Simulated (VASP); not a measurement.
# BN (Qingsongite) (F-43m) in VASP: settings compared, part 2 of 2

VASP 6.6.1. Earlier steps stand in the parts before.

## 4. Relaxation of cell and atoms, LDA

This run uses another cell than the first one, of 5.75 Å³/atom, 0.975 times its volume.

INCAR reads:

```
SYSTEM = BN
ALGO     = Normal         ! electronic algorithm
EDIFF    = 1E-7           ! SCF threshold, eV
EDIFFG   = -0.005         ! ionic threshold
ENCUT    = 600            ! plane-wave cutoff, eV
GGA      = CA             ! functional
IBRION   = 2              ! ionic algorithm
ISIF     = 3              ! what is computed and relaxed
ISMEAR   = 0              ! smearing method
LASPH    = .True.         ! aspherical terms in the spheres
LCHARG   = .False.        ! write CHGCAR
LREAL    = .False.        ! projectors in reciprocal space
LWAVE    = .False.        ! write WAVECAR
NELM     = 80             ! most SCF steps
NSW      = 90             ! ionic steps
PREC     = Accurate       ! precision mode
SIGMA    = 0.03           ! smearing width, eV
```

KPOINTS reads:

```
k-points
0
Gamma
  14 14 14
  0 0 0
```

POSCAR reads:

```
BN                                      
1.0
    0.0000000000      1.7913651712      1.7913651712
    1.7913651712     -0.0000000000      1.7913651712
    1.7913651712      1.7913651712      0.0000000000
  B               N             
     1     1
Direct
     0.0000000000000000    0.0000000000000000    0.0000000000000000
     0.2500000000000000    0.2500000000000000    0.2500000000000000
```

Potentials or basis: VASP PAW LDA potentials, release 64 (B, N).

Launch:

```sh
cat potpaw_LDA.64/B/POTCAR potpaw_LDA.64/N/POTCAR > POTCAR
mpirun -np 1 vasp_std > vasp.out
```

OUTCAR:

```text
SYSTEM = BN
   EDIFF = 1E-7
   EDIFFG = -0.005
   ENCUT = 600
   GGA = CA
   IBRION = 2
   ISIF = 3
   ISMEAR = 0
   LASPH = .True.
   LREAL = .False.
   NELM = 80
   NSW = 90
   PREC = Accurate

 ion  position               nearest neighbor table
   1  0.000  0.000  0.000-   2 1.55   2 1.55   2 1.55   2 1.55
   2  0.250  0.250  0.250-   1 1.55   1 1.55   1 1.55   1 1.55

  LATTYP: Found a face centered cubic cell.
 ALAT       =     3.5827303424
[... 457 lines left out ...]

  FORCE on cell =-STRESS in cart. coord.  units (eV):
  Direction    XX          YY          ZZ          XY          YZ          ZX
  --------------------------------------------------------------------------------------
  -------------------------------------------------------------------------------------
  Total       -0.0005271     -0.0005271     -0.0005271     -0.0000000      0.0000000     -0.0000000
  in kB       -0.0734582     -0.0734582     -0.0734582     -0.0000000      0.0000000     -0.0000000
  external PRESSURE =      -0.0734582 kB  Pullay stress =       0.0000000 kB

 VOLUME and BASIS-vectors are now :
 -----------------------------------------------------------------------------
  energy-cutoff  :      600.00
  volume of cell :       11.50
      direct lattice vectors                 reciprocal lattice vectors
     0.000000000  1.791365171  1.791365171    -0.279116736  0.279116736  0.279116736
     1.791365171  0.000000000  1.791365171     0.279116736 -0.279116736  0.279116736
     1.791365171  1.791365171  0.000000000     0.279116736  0.279116736 -0.279116736

 POSITION                                       TOTAL-FORCE (eV/Angst)
 -----------------------------------------------------------------------------------
      0.00000      0.00000      0.00000        -0.000000      0.000000      0.000000
      0.89568      0.89568      0.89568         0.000000     -0.000000     -0.000000
 -----------------------------------------------------------------------------------
    total drift:                               -0.000000     -0.000000     -0.000000

  FREE ENERGIE OF THE ION-ELECTRON SYSTEM (eV)
  ---------------------------------------------------
  free  energy   TOTEN  =       -19.4164109677 eV

  energy  without entropy=      -19.4164109677  energy(sigma->0) =      -19.41641097

 reached required accuracy - stopping structural energy minimisation
```

CONTCAR:

```text
BN
   1.00000000000000
     0.0000000000000000    1.7913651712000001    1.7913651712000001
     1.7913651712000001    0.0000000000000000    1.7913651712000001
     1.7913651712000001    1.7913651712000001    0.0000000000000000
  B               N
     1     1
Direct
     0.0000000000000000    0.0000000000000000    0.0000000000000000
     0.2500000000000000    0.2500000000000000    0.2500000000000000

  0.00000000E+00  0.00000000E+00  0.00000000E+00
  0.00000000E+00  0.00000000E+00  0.00000000E+00
```

It took 6.9 s on 1 thread of Intel Xeon Platinum 8488C (Sapphire Rapids), shared host; peak memory 0.12 GiB.

What came out:

```
Free energy             : -19.4164 eV
Pressure after relaxing : 0.0 GPa
Band gap on the k mesh  : 4.38 eV, indirect (least direct gap 8.81 eV)
```

Final structure:
```yaml
crystal:
  lattice:
    - [0.00000, 1.79137, 1.79137]
    - [1.79137, 0.00000, 1.79137]
    - [1.79137, 1.79137, 0.00000]
  atoms:
    - { symbol: B, position: [0.00000, 0.00000, 0.00000] }
    - { symbol: N, position: [0.25000, 0.25000, 0.25000] }
```

Caveat: the relaxation stopped at its first step, so nothing moved. A k mesh can miss the band edges.

## 5. Relaxation of the atoms, LDA (a relaxed cell with its volume scaled by 0.94)

INCAR reads:

```
SYSTEM = BN
ALGO     = Fast           ! electronic algorithm
EDIFF    = 1E-7           ! SCF threshold, eV
EDIFFG   = -0.01          ! ionic threshold
ENCUT    = 600            ! plane-wave cutoff, eV
GGA      = CA             ! functional
IBRION   = 2              ! ionic algorithm
ISIF     = 2              ! what is computed and relaxed
ISMEAR   = 0              ! smearing method
LASPH    = .True.         ! aspherical terms in the spheres
LCHARG   = .False.        ! write CHGCAR
LREAL    = .False.        ! projectors in reciprocal space
LWAVE    = .False.        ! write WAVECAR
NELM     = 80             ! most SCF steps
NSW      = 40             ! ionic steps
PREC     = Accurate       ! precision mode
SIGMA    = 0.03           ! smearing width, eV
```

KPOINTS is that of step 4.

POSCAR reads:

```
BN                                      
1.0
    0.0000000000      1.7547964373      1.7547964373
    1.7547964373      0.0000000000      1.7547964373
    1.7547964373      1.7547964373      0.0000000000
  B               N             
     1     1
Direct
     0.0000000000000000    0.0000000000000000    0.0000000000000000
     0.2500000000000000    0.2500000000000000    0.2500000000000000
```

Launch:

```sh
cat potpaw_LDA.64/B/POTCAR potpaw_LDA.64/N/POTCAR > POTCAR
mpirun -np 1 vasp_std > vasp.out
```

Run time: 7.1 s. Hardware: 1 thread of Intel Xeon Platinum 8488C (Sapphire Rapids), shared host; peak memory 0.12 GiB.

The run converged. Its results:

```
Free energy             : -19.3571 eV
Pressure after relaxing : 27.9 GPa
Band gap on the k mesh  : 4.44 eV, indirect (least direct gap 9.10 eV)
```

Final structure:
```xyz
2
Lattice="0.0000 1.7548 1.7548 1.7548 0.0000 1.7548 1.7548 1.7548 0.0000" Properties=species:S:1:pos:R:3 pbc="T T T"
B     0.0000    0.0000    0.0000
N     0.8774    0.8774    0.8774
```

Levels at points of the mesh, in eV from the valence-band top:
```tsv
k point	band 2	band 3	band 4	band 5	band 6	band 7
(0.00, 0.00, 0.00)	0.00	0.00	0.00	9.10	9.10	9.10
(0.50, 0.00, 0.00)	-11.55	-2.12	-2.12	11.05	11.05	11.40
(0.50, 0.50, 0.00)	-9.48	-5.38	-5.38	4.44	9.64	19.09
```

Caveat: the relaxation stopped at its first step, so nothing moved. A k mesh can miss the band edges.

## 6. Summary

```tsv
task	level	potentials or basis	cell	gap on the mesh (eV)	pressure (GPa)
relaxation of cell and atoms	r2SCAN	VASP PAW PBE potentials, release 64 (B, N)	relaxed	4.98	0.0
relaxation of cell and atoms	LDA	VASP PAW LDA potentials, release 64 (B, N)	relaxed	4.38	0.0
relaxation of the atoms	LDA	VASP PAW LDA potentials, release 64 (B, N)	atoms relaxed from: a relaxed cell with its volume scaled by 0.94	4.44	27.9
```

Alike in all rows: no spin polarisation; k mesh 14 × 14 × 14; cutoff (eV) 600; smearing gaussian 0.03 eV.

Caveats: the relaxation stopped at its first step, so nothing moved; the PAW data sets were made with another functional, which shifts forces and pressure a little (some runs).

Absolute energies hang on the potentials; compare differences alone.
